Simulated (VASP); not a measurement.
C: equation of state with PBE

C, a slab with vacuum:

```
C
1.0
     2.45617    0.00000    0.00000
    -1.22809    2.12711    0.00000
     0.00000    0.00000    8.52380
C
2
Direct
  0.66667 0.33333 0.00000
  0.33333 0.66667 0.00000
```

```
Program                : VASP 6.6.1
Task                   : equation of state
Functional             : PBE
Potentials or basis    : VASP PAW PBE potentials, release 64 (C)
Cutoff                 : 520 eV
k mesh                 : 12 × 12 × 3
Occupations            : fermi-dirac, width 0.05 eV
Spin                   : no spin polarisation
Further INCAR settings : ALGO = Normal; EDIFF = 1e-07; NBANDS = 11
```

* Equilibrium volume: 22.60 Å³/atom
* Bulk modulus at fixed shape and positions: 107 GPa
* Pressure derivative of the bulk modulus: 3.5

Energy against volume, from the lowest point:
| volume (Å³/atom) | energy (meV/atom) |
| --- | --- |
| 20.930 | 46.01 |
| 21.376 | 23.84 |
| 21.821 | 9.22 |
| 22.266 | 1.46 |
| 22.712 | 0.00 |
| 23.157 | 4.27 |
| 23.602 | 13.81 |

All runs of the series together: 80 s on 1 thread of AMD EPYC 9R45 (Zen 5), with other jobs on the host.

Caveat: the cell was scaled at fixed shape and fractional positions, which overstates the stiffness of a crystal with free parameters, most of all of layers and chains.
